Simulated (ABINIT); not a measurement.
The system is TiAl.

```
Ti Al
1.0
     2.86726    0.00000    0.00000
    -1.43363    2.48312    0.00000
     0.00000    0.00000    4.67808
Ti Al
1 1
Cartesian
  0.0000 0.0000 0.0000
  0.0000 1.6554 2.3390
```

The cell comes from a database or a generator and needn't be the stable form of this composition.

Base run:

| Quantity | Value |
| --- | --- |
| Program | ABINIT 10.8.3 (patched build) |
| Functional | LDA |
| Potentials or basis | JTH PAW PBE v2.0 |
| Cutoff | 490 eV |
| k mesh | 11 × 11 × 6 |
| Occupations | fermi-dirac, width 0.05 eV |
| Spin | no spin polarisation |

Its results: band gap on the k mesh none (metal or under the smearing width); pressure -5.5 GPa.

Q: The run is repeated on the same cell with these changes: functional from LDA to SCAN. What comes out?

A: Band gap on the k mesh none (metal or under the smearing width); pressure -1.2 GPa.

Caveats: the PAW data sets were made with another functional, which shifts forces and pressure a little.
